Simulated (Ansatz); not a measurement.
# MgO: band gap under strain

Aim: follow the gap of rocksalt MgO through these states: +2.2 % strain along x alone; +4.5 % strain along [111] alone; -5.2 % biaxial strain in the (111) plane, free along [111]. The table at the end shows which levels were run.

Code: Ansatz 0.2.0. PAW datasets, plane waves. The values are computed, spin-unpolarised, and not measurements.

### 1 The structure to begin with

The unstrained cell was relaxed with r2SCAN; in each strained cell the atoms were relaxed again with r2SCAN. Names of k-points are those of the unstrained zone, where strain can split equivalent points. First state: +2.2 % strain along x alone.

Space group I4/mmm (No. 139), tetragonal; a = 2.973 Å, c = 4.296 Å in the conventional setting, 9.49 Å³ an atom. Around Mg lie 6 O at 2.10–2.15 Å; around O lie 6 Mg at 2.10–2.15 Å.

Structure file:

```cif
data_structure
_symmetry_space_group_name_H-M 'I4/mmm'
_symmetry_Int_Tables_number 139
_cell_length_a 2.9729
_cell_length_b 2.9729
_cell_length_c 4.2956
_cell_angle_alpha 90.000
_cell_angle_beta 90.000
_cell_angle_gamma 90.000
_cell_volume 37.97
loop_
_atom_site_label
_atom_site_type_symbol
_atom_site_symmetry_multiplicity
_atom_site_Wyckoff_symbol
_atom_site_fract_x
_atom_site_fract_y
_atom_site_fract_z
_atom_site_occupancy
Mg1 Mg 2 a 0.00000 0.00000 0.00000 1
O1 O 2 b 0.50000 0.50000 0.00000 1
```

### 2 +2.2 % strain along x alone: PBE

Contents of input.yaml:

```yaml
crystal:
  lattice:
    - [0.0, 2.1021674166, 2.1021674166]
    - [2.1477844495, 0.0, 2.1021674166]
    - [2.1477844495, 2.1021674166, 0.0]
  atoms:
    - { symbol: Mg, position: [0.0, 0.0, 0.0] }
    - { symbol: O, position: [0.5, 0.5, 0.5] }
kpoints:
  mp_grid: { grid: [10, 10, 10] }
  band_path:
    path:
      - [0.0, 0.0, 0.0]
      - [0.5, 0.0, 0.5]
      - [0.625, 0.25, 0.625]
      - [0.375, 0.375, 0.75]
      - [0.5, 0.5, 0.5]
      - [0.5, 0.25, 0.75]
    npoints: 1
hamiltonian:
  xc: pbe
scf:
  occupations: { method: fermi_dirac, width: 0.02 }
  n_extra_bands: 4
output:
  forces: true
  stress: true
  eigenvalues: true
```

Launch:

```bash
$ ansatz run input.yaml --threads 4 --pin off --max-ram 3686MiB --backend cpu --events-out ev --progress --plain --runs-dir out
```

After this run come: +2.2 % strain along x alone: r2SCAN; +2.2 % strain along x alone: HSE06; +4.5 % strain along [111] alone: PBE; +4.5 % strain along [111] alone: r2SCAN; +4.5 % strain along [111] alone: HSE06; -5.2 % biaxial strain in the (111) plane, free along [111]: PBE; -5.2 % biaxial strain in the (111) plane, free along [111]: r2SCAN; -5.2 % biaxial strain in the (111) plane, free along [111]: HSE06.

Q: Predict the outcome of this session.

**Answer**, as computed:

Least gap in eV (negative: overlap):

| state | PBE | r2SCAN | HSE06 |
| --- | --- | --- | --- |
| +2.2 % strain along x alone | 4.56 | 5.44 | 6.27 |
| +4.5 % strain along [111] alone | 4.23 | 5.09 | 5.93 |
| -5.2 % biaxial strain in the (111) plane, free along [111] | 5.39 | 6.31 | 7.22 |

**Reading.** Where both were run, the HSE06 gap lies +1.70 to +1.82 eV from PBE's, each on its own k points. In PBE the gap is least under +4.5 % strain along [111] alone (4.23 eV) and largest under -5.2 % biaxial strain in the (111) plane, free along [111] (5.39 eV).
